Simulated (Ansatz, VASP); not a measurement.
# Pd in VASP and in Ansatz

```
CELL_PARAMETERS angstrom
0.00000 1.98468 1.98468
1.98468 0.00000 1.98468
1.98468 1.98468 0.00000
ATOMIC_POSITIONS crystal
Pd 0.00000 0.00000 0.00000
```

Change from the starting cell: volume scaled by 1.06.

Alike in both runs: task single point; functional LDA; k mesh 12 × 12 × 12; occupations fermi-dirac, width 0.05 eV; no spin polarisation.

```csv
,VASP,Ansatz
version,VASP 6.6.1,Ansatz 0.2.0
potentials or method,"VASP PAW LDA potentials, release 64 (Pd), cutoff 520 eV","all-electron LAPW, scalar-relativistic"
```

```csv
,VASP,Ansatz,Ansatz less VASP
gap on the k mesh at the Fermi level (eV),none,none,-
pressure (GPa),-17.2,-17.5,-0.27
```

A gap of «none» marks a metal or a gap that the smearing closes. Ansatz ran all-electron here, so the differences hold the error of VASP's frozen core and of both bases.

Caveats: so large a pressure means that the cell lies far from this level's equilibrium, or that cutoff or potentials fall short (VASP).
